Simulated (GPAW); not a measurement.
# PbF2 (Fluorocronite) (Fm-3m) in GPAW: dielectric tensor with PBE

Aim: the dielectric tensor of PbF2 (Fluorocronite) with PBE.

Everything below comes from runs of GPAW 26.7.0. Logs are shortened: lines on timing, memory, paths and dates and some standing lists are left out, and cuts for length are marked. The log counts tension as positive stress, the text compression.

## (1) Starting point

Symmetry: Fm-3m, No. 225, cubic system. Conventional cell: a = 5.927 Å, b = 5.927 Å, c = 5.927 Å, α = 90.00°, β = 90.00°, γ = 90.00°. Pb (site symmetry m-3m) has 8 F at 2.57 Å as nearest neighbours. F (site symmetry -43m) is surrounded by 4 Pb at 2.57 Å.

## (2) Dielectric tensor, PBE

File run.py:

```python
import numpy as np
from ase import Atoms
from ase.dft.bandgap import bandgap
from ase.io import write
from gpaw import GPAW, PW
from gpaw.response.df import DielectricFunction

atoms = Atoms(['Pb', 'F', 'F'],
              cell=[[0.0, 2.96366, 2.96366],
                    [2.96366, 0.0, 2.96366],
                    [2.96366, 2.96366, 0.0]],
              scaled_positions=[[0.0, 0.0, 0.0],
                                [0.75, 0.75, 0.75],
                                [0.25, 0.25, 0.25]],
              pbc=True)

calc = GPAW(mode=PW(600),
            xc='PBE',
            kpts={'size': (6, 6, 6), 'gamma': True},
            occupations={'name': 'fermi-dirac', 'width': 0.001},
            nbands=25,
            convergence={'density': 1e-06},
            maxiter=150,
            txt='gpaw.txt')
atoms.calc = calc
energy = atoms.get_potential_energy()
calc.write('gs.gpw')
write('result.traj', atoms)
print(f'Energy: {energy:.6f} eV')
print('Fermi level:', round(calc.get_fermi_level(), 4), 'eV')
print(f'Gap: {bandgap(calc)[0]:.4f} eV, direct: {bandgap(calc, direct=True)[0]:.4f} eV')

for size in [(14, 14, 14), (20, 20, 20)]:
    name = 'x'.join(str(n) for n in size)
    dense = calc.fixed_density(kpts={'size': size, 'gamma': True},
                               nbands=50, convergence={'bands': 44, 'eigenstates': 1e-7},
                               update_fermi_level=True, txt=f'dense-{name}.txt')
    dense.write(f'{name}.gpw', mode='all')
    df = DielectricFunction(f'{name}.gpw', frequencies=np.array([0.0]), hilbert=False, eta=0.001,
                            ecut=80, nbands=44, intraband=False, txt=f'df-{name}.txt')
    for xc in ['RPA', 'Bootstrap', 'ALDA']:
        for direction in ['x', 'y', 'z', [0, 1, 1], [1, 0, 1], [1, 1, 0]]:
            e0, e = df.get_macroscopic_dielectric_constant(xc=xc, direction=direction)
            print(f'{name} {xc} {direction}: {e0:.4f} without, {e:.4f} with local fields')
```

Potentials or basis: GPAW PAW data sets (gpaw-data 1.2.1), pw.

Started as:

```
$ OMP_NUM_THREADS=1 python run.py
```

gpaw.txt:

```text
__  _  _
 | _ |_)|_||  |
 |__||  | ||/\| - 26.7.0

Input parameters:
  mode=PW(ecut=600.0),
  convergence={'density': 1e-06},
  kpts=MonkhorstPack(size=(6, 6, 6), gamma=True),
  maxiter=150,
  nbands=25,
  occupations=Occupations(name='fermi-dirac', width=0.001),
  xc=XC(name='PBE')

Diagonalizing LCAO Hamiltonian
Converting LCAO to pw mode

                     F

            F

       Pb

Atoms  # Å, Bohr magnetons
|   | symbol |        x |        y |        z |    initial magnetic moments |
|---|--------|----------|----------|----------|-----------------------------|
| 0 |     Pb | 0.000000 | 0.000000 | 0.000000 | ( 0.0000,  0.0000,  0.0000) |
| 1 |      F | 4.445490 | 4.445490 | 4.445490 | ( 0.0000,  0.0000,  0.0000) |
| 2 |      F | 1.481830 | 1.481830 | 1.481830 | ( 0.0000,  0.0000,  0.0000) |

Unit cell  # Å
| periodic |        x |        y |        z |  lengths |    angles |
|----------|----------|----------|----------|----------|-----------|
|      yes | 0.000000 | 2.963660 | 2.963660 | 4.191248 | 60.000000 |
|      yes | 2.963660 | 0.000000 | 2.963660 | 4.191248 | 60.000000 |
|      yes | 2.963660 | 2.963660 | 0.000000 | 4.191248 | 60.000000 |

Number of symmetries: 48
Symmetry operations  # r_c * U_cc + t_c -> r_c
|    | kind |            matrix            |
|----|------|------------------------------|
|  0 |  σ   |  1, 0, 0,  1, 0,-1,  1,-1, 0 |
|  1 |  C2  |  1, 0, 0,  1,-1, 0,  1, 0,-1 |
|  2 |  E   |  1, 0, 0,  0, 1, 0,  0, 0, 1 |
|  3 |  σ   |  1, 0, 0,  0, 0, 1,  0, 1, 0 |
|  4 |  C4  |  1, 0,-1,  1, 0, 0,  1,-1, 0 |
|  5 |  S6  |  1, 0,-1,  1,-1, 0,  1, 0, 0 |
|  6 |  σ   |  1, 0,-1,  0, 1,-1,  0, 0,-1 |
|  7 |  C3  |  1, 0,-1,  0, 0,-1,  0, 1,-1 |
|  8 |  S6  |  1,-1, 0,  1, 0, 0,  1, 0,-1 |
|  9 |  C4  |  1,-1, 0,  1, 0,-1,  1, 0, 0 |
| 10 |  C3  |  1,-1, 0,  0,-1, 1,  0,-1, 0 |
| 11 |  σ   |  1,-1, 0,  0,-1, 0,  0,-1, 1 |
| 12 |  σ   |  0, 1, 0,  1, 0, 0,  0, 0, 1 |
| 13 |  C4  |  0, 1, 0,  0, 1,-1, -1, 1, 0 |
| 14 |  C3  |  0, 1, 0,  0, 0, 1,  1, 0, 0 |
| 15 |  S6  |  0, 1, 0, -1, 1, 0,  0, 1,-1 |
| 16 |  C2  |  0, 1,-1,  1, 0,-1,  0, 0,-1 |
| 17 |  σ   |  0, 1,-1,  0, 1, 0, -1, 1, 0 |
| 18 |  S4  |  0, 1,-1,  0, 0,-1,  1, 0,-1 |
| 19 |  C4  |  0, 1,-1, -1, 1, 0,  0, 1, 0 |
| 20 |  C3  |  0, 0, 1,  1, 0, 0,  0, 1, 0 |
| 21 |  σ   |  0, 0, 1,  0, 1, 0,  1, 0, 0 |
| 22 |  S6  |  0, 0, 1,  0,-1, 1, -1, 0, 1 |
| 23 |  C4  |  0, 0, 1, -1, 0, 1,  0,-1, 1 |
| 24 |  S4  |  0, 0,-1,  1, 0,-1,  0, 1,-1 |
| 25 |  C3  |  0, 0,-1,  0, 1,-1,  1, 0,-1 |
| 26 |  C2  |  0, 0,-1,  0,-1, 0, -1, 0, 0 |
| 27 |  S6  |  0, 0,-1, -1, 0, 0,  0,-1, 0 |
| 28 |  S4  |  0,-1, 1,  1,-1, 0,  0,-1, 0 |
| 29 |  C4  |  0,-1, 1,  0, 0, 1, -1, 0, 1 |
| 30 |  C2  |  0,-1, 1,  0,-1, 0,  1,-1, 0 |
| 31 |  σ   |  0,-1, 1, -1, 0, 1,  0, 0, 1 |
| 32 |  C3  |  0,-1, 0,  1,-1, 0,  0,-1, 1 |
| 33 |  S6  |  0,-1, 0,  0, 0,-1, -1, 0, 0 |
| 34 |  S4  |  0,-1, 0,  0,-1, 1,  1,-1, 0 |
| 35 |  C2  |  0,-1, 0, -1, 0, 0,  0, 0,-1 |
| 36 |  C2  | -1, 1, 0,  0, 1, 0,  0, 1,-1 |
| 37 |  S6  | -1, 1, 0,  0, 1,-1,  0, 1, 0 |
| 38 |  S4  | -1, 1, 0, -1, 0, 1, -1, 0, 0 |
| 39 |  C3  | -1, 1, 0, -1, 0, 0, -1, 0, 1 |
| 40 |  S6  | -1, 0, 1,  0, 0, 1,  0,-1, 1 |
| 41 |  C2  | -1, 0, 1,  0,-1, 1,  0, 0, 1 |
| 42 |  C3  | -1, 0, 1, -1, 1, 0, -1, 0, 0 |
| 43 |  S4  | -1, 0, 1, -1, 0, 0, -1, 1, 0 |
| 44 |  C2  | -1, 0, 0,  0, 0,-1,  0,-1, 0 |
| 45 |  i   | -1, 0, 0,  0,-1, 0,  0, 0,-1 |
| 46 |  σ   | -1, 0, 0, -1, 1, 0, -1, 0, 1 |
| 47 |  C2  | -1, 0, 0, -1, 0, 1, -1, 1, 0 |

BZ-sampling:
  Number of BZ points: 216
  Number of IBZ points: 16

  Monkhorst-Pack size: [6, 6, 6]
  Monkhorst-Pack shift: [0.08333333333333333, 0.08333333333333333, 0.08333333333333333]

K-points  # in reciprocal-cell coordinates
|     |                                coordinates |     weight |
|-----|--------------------------------------------|------------|
|   0 | (  0.00000000,   0.00000000,   0.00000000) | 0.00462963 |
|   1 | (  0.16666667,   0.16666667,   0.00000000) | 0.02777778 |
|   2 | (  0.16666667,   0.16666667,   0.16666667) | 0.03703704 |
|   3 | (  0.33333333,   0.16666667,   0.16666667) | 0.05555556 |
|   4 | (  0.33333333,   0.33333333,  -0.33333333) | 0.05555556 |
|   5 | (  0.33333333,   0.33333333,   0.00000000) | 0.02777778 |
|   6 | (  0.33333333,   0.33333333,   0.16666667) | 0.11111111 |
|   7 | (  0.33333333,   0.33333333,   0.33333333) | 0.03703704 |
|   8 | (  0.50000000,   0.33333333,  -0.33333333) | 0.11111111 |
|   9 | (  0.50000000,   0.33333333,  -0.16666667) | 0.05555556 |
| ... |                                            |            |
|  15 | (  0.50000000,   0.50000000,   0.50000000) | 0.01851852 |

Plane wave coefficients: 1807
Cutoff: 600.0 eV

Spin-components: 1 (collinear spins)
Bands:           25
Projectors:      16
Spin-degeneracy: 2
Datatype:        complex128

Parallelization:
  kpt:    1
  domain: 1
  band:   1

Density:
  Valence electrons: 28.0
  Components: 1
  Grid points: [24 24 24]
  Charge: 0.0  # |e|

Potential:
  Grid points: [24 24 24]

species:
  Pb:
    name:    Lead
    Z:       82.0
    valence: 14
    core:    68
    charge:  0.0  # [|e|]
    compensation charges:
      type: gauss
      rc: 0.38  # [Å]
      lmax: 2
    cutoffs:
      filter: 2.36  # [Å]
      core: 2.43  # [Å]
    projectors
    | kind |    occ | energy [eV] | rcut [Å] |
    |------|--------|-------------|----------|
    |   6s |  2.000 |     -11.969 |    1.259 |
    |   6p |  2.000 |      -3.506 |    1.275 |
    |   5d | 10.000 |     -21.211 |    1.217 |
    |    s |        |      15.243 |    1.259 |
    |    p |        |      23.705 |    1.275 |
    |    d |        |       6.001 |    1.217 |

    Using partial waves for Pb as LCAO basis

  F:
    name:    Fluorine
    Z:       9.0
    valence: 7
    core:    2
    charge:  0.0  # [|e|]
    compensation charges:
      type: gauss
      rc: 0.20  # [Å]
      lmax: 2
    cutoffs:
      filter: 1.14  # [Å]
      core: 0.74  # [Å]
    projectors
    | kind |    occ | energy [eV] | rcut [Å] |
    |------|--------|-------------|----------|
    |   2s |  2.000 |     -29.898 |    0.635 |
    |   2p |  5.000 |     -11.110 |    0.635 |
    |    s |        |      -2.687 |    0.635 |
    |    p |        |      16.102 |    0.635 |
    |    d |        |       0.000 |    0.635 |

    Using partial waves for F as LCAO basis

Reference energy: -572702.624935  # eV

eigensolver:
  PPCG
  Converge bands: occupied
  niter=2

density mixing:
  MSR1-Mixer
  Pratt-step length: 0.05
  Maximum mixing coefficient: 0.75
  Old densities: 10
  SVD Regularization: 0.005
  Good broyden scale: 1.0
  Trust region scale: 1.0
  Backstep threshold: 4.0
  History deletion threshold: 6.0
  Fourier metric: weight=20.0, sigma=0.015

occupation numbers:
  Fermi-Dirac:
    width: 0.0010  # eV

poisson solver:
  ecut: 4800.0  # eV

xc functional:
  name: PBE with 2 nearest neighbor stencil

convergence criteria:
- Maximum integral of absolute [dens]ity change: 1e-06 electrons / valence electron
- Maximum [total energy] change in last 3 cyles: 0.0005 eV / valence electron
- Maximum integral of absolute [eigenst]ate change: 4e-08 eV^2 / valence electron
maximum number of iterations: 150

SCF iterations
|iter     | |      energy | eigst |  dens |
|---------|-|-------------|-------|-------|
|iter:   1| |  -16.045686 | -0.26 |       |
|iter:   2| |  -15.590412 | -1.99 | -1.08 |
|iter:   3| |  -14.383196 | -0.77 | -1.13 |
|iter:   4| |  -14.376613 | -3.22 | -1.57 |
|iter:   5| |  -14.378877c| -3.56 | -1.83 |
|iter:   6| |  -14.379000c| -5.13 | -2.84 |
|iter:   7| |  -14.379054c| -5.82 | -3.17 |
|iter:   8| |  -14.379055c| -7.59c| -4.44 |
|iter:   9| |  -14.379055c| -7.75c| -4.88 |
|iter:  10| |  -14.379055c| -8.60c| -5.70 |
|iter:  11| |  -14.379055c| -9.36c| -6.62c|

Converged in 11 steps
Energy contributions relative to reference atoms: (reference = -572702.624935)

Energy contributions:
  Kinetic:          30.247331
  Coulomb:         -30.426068
  Zero:              0.311896
  External:          0.000000
  Xc:              -14.512214
  Entropy:          -0.000000
  Spinorbit:         0.000000
  ----------------------------
  Free energy:     -14.379055
  Extrapolated:    -14.379055

dipole moment: (-25.053953, -25.053953, -25.053953)  # |e|*Ang

Fermi level: 4.177
Eigenvalues  # (at kpt = [0.000, 0.000, 0.000])
| band index |      eig [eV] | occ [0-2] |
|------------|---------------|-----------|
|          0 |       -18.597 |     2.000 |
|        ... |               |           |
|          6 |       -11.843 |     2.000 |
|          7 |        -2.047 |     2.000 |
|          8 |         0.041 |     2.000 |
|          9 |         0.041 |     2.000 |
|         10 |         0.041 |     2.000 |
|         11 |         0.535 |     2.000 |
[... 8 lines left out ...]
|         20 |        20.031 |     0.000 |
|         21 |        20.031 |     0.000 |
|        ... |               |           |
|         24 |        20.157 |     0.000 |

Gap: 4.371 eV
Transition (v -> c):
  (s=0, k=8, n=13, [0.50, 0.33, -0.33]) -> (s=0, k=12, n=14, [0.50, 0.50, 0.00])
Direct/indirect transitions are different
Direct gap: 4.491 eV
Transition at: (s=0, k=12, n=13, [0.50, 0.50, 0.00])
# Writing to gs.gpw (mode='')
```

Run time: 16 min. Hardware: 1 thread of Arm Neoverse V1, shared host; peak memory 1.7 GiB.

What came out:

```yaml
Free_energy: -14.3791 eV
Band_gap_on_the_k_mesh: 4.37 eV, indirect (least direct gap 4.49 eV)
Electronic_dielectric_tensor_diagonal: 3.17
```

Electronic dielectric tensor:
```
3.17 0.00 0.00
0.00 3.17 0.00
0.00 0.00 3.17
```

Caveat: the long-wavelength limit can be off by a per cent or two; spin-orbit coupling is left out, which as a rule narrows the gap of such compounds by several tenths of an eV. Expect the measured gap to be larger: semilocal functionals such as PBE lack the derivative discontinuity.
